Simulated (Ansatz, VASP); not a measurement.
BN in VASP and in Ansatz

```
CELL_PARAMETERS angstrom
1.30318 0.75239 3.42668
-1.30318 0.75239 3.42668
0.00000 -1.50478 3.42668
ATOMIC_POSITIONS crystal
B 0.99970 0.99970 0.99970
N 0.33274 0.33274 0.33274
```

Change from the starting cell: strain +0.040 along x and y, +0.040 along z, atoms carried along.

Alike in both runs: task single point; functional PBE; dispersion D3(BJ); k mesh 12 × 12 × 12; occupations gaussian, width 0.05 eV; no spin polarisation.

|  | VASP | Ansatz |
| --- | --- | --- |
| version | VASP 6.6.1 | Ansatz 0.2.0 |
| potentials or method | VASP PAW PBE potentials, release 64 (B, N) | scalar-relativistic, plane waves, PAW |
| plane-wave cutoff (eV) | 520 | 420 |
| valence electrons in the cell | 8 | 8 |

Ansatz gave:

* gap on the k mesh at the Fermi level (eV): 4.08
* least direct gap on the mesh (eV): 4.39
* pressure (GPa): -23.1
* largest component of the traceless stress (GPa): 22.44
* rms of the force components (eV/Å): 0.005

Task: Which values does VASP return?

Result: gap on the k mesh at the Fermi level (eV): 4.07; least direct gap on the mesh (eV): 4.38; pressure (GPa): -23.1; largest component of the traceless stress (GPa): 22.28; rms of the force components (eV/Å): 0.005.

Atom by atom the forces differ by 0.000 eV/Å (rms over components).

Caveats: so large a pressure means that the cell lies far from this level's equilibrium, or that cutoff or potentials fall short (VASP). A k mesh can miss the band edges.
